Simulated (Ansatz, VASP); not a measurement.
**Ta2N in VASP and in Ansatz**

INCAR

```
  ALGO = Normal
  EDIFF = 1E-6
  ENCUT = 520
  GGA = PE
  ISIF = 2
  ISMEAR = 0
  LASPH = True
  LCHARG = True
  LELF = True
  LREAL = False
  LVHAR = True
  LWAVE = False
  NBANDS = 36
  NELM = 60
  PREC = Accurate
  SIGMA = 0.1
```

KPOINTS

```
k-points
0
Gamma
  4 4 4
```

POSCAR

```
Ta2N
1.0
    3.3463698700     -3.6737974500      0.0000000000
    3.3463698700      3.6737974500      0.0000000000
    0.0000000000      0.0000000000      4.1927281400
Ta N
4 2
Direct
    0.6684075900      0.3315924100      0.0000000000
    0.3315924100      0.6684075900      0.0000000000
    0.1424073900      0.1424073900      0.0000000000
    0.8575926100      0.8575926100      0.0000000000
    0.0000000000      0.0000000000      0.2416028500
    0.0000000000      0.0000000000      0.7583971500
```

Input for Ansatz:

```yaml
crystal:
  lattice:
    - [3.34636987, -3.67379745, 0.0]
    - [3.34636987, 3.67379745, 0.0]
    - [0.0, 0.0, 4.19272814]
  atoms:
    - { symbol: Ta, position: [0.66840759, 0.33159241, 0.0] }
    - { symbol: Ta, position: [0.33159241, 0.66840759, 0.0] }
    - { symbol: Ta, position: [0.14240739, 0.14240739, 0.0] }
    - { symbol: Ta, position: [0.85759261, 0.85759261, 0.0] }
    - { symbol: "N", position: [0.0, 0.0, 0.24160285] }
    - { symbol: "N", position: [0.0, 0.0, 0.75839715] }
basis:
  ecutwfc: 420
kpoints:
  mp_grid: { grid: [4, 4, 4] }
hamiltonian:
  xc: pbe
scf:
  occupations: { method: gaussian, width: 0.1 }
  lower_state_search: "off"
output:
  forces: true
  stress: true
  eigenvalues: true
```

Alike in both runs: task single point; functional PBE; k mesh 4 × 4 × 4; occupations gaussian, width 0.1 eV; no spin polarisation.

```csv
,VASP,Ansatz
version,VASP 6.6.1,Ansatz 0.2.0
potentials or method,"VASP PAW PBE potentials, release 64 (Ta_pv, N)","scalar-relativistic, plane waves, PAW"
plane-wave cutoff (eV),520,420
valence electrons in the cell,54,62
```

Ansatz gave:

- gap on the k mesh at the Fermi level (eV): none
- rms of the force components (eV/Å): 40.542

Problem. Which values does VASP return?

Solution. gap on the k mesh at the Fermi level (eV): none; rms of the force components (eV/Å): 45.870.

Atom by atom the forces differ by 5.469 eV/Å (rms over components). A gap of «none» marks a metal or a gap that the smearing closes. With one functional, cell and mesh, what is left measures potentials, basis and numerics. The two sets of potentials don't hold the same shells in valence.

Caveats: the k mesh is coarse (spacing up to 0.37 Å⁻¹), so the values aren't converged; forces of over 1 eV/Å show positions far from the minimum, so gaps and moduli don't describe the material at rest. The runs have no spin-orbit coupling, so splittings on Ta are missing.
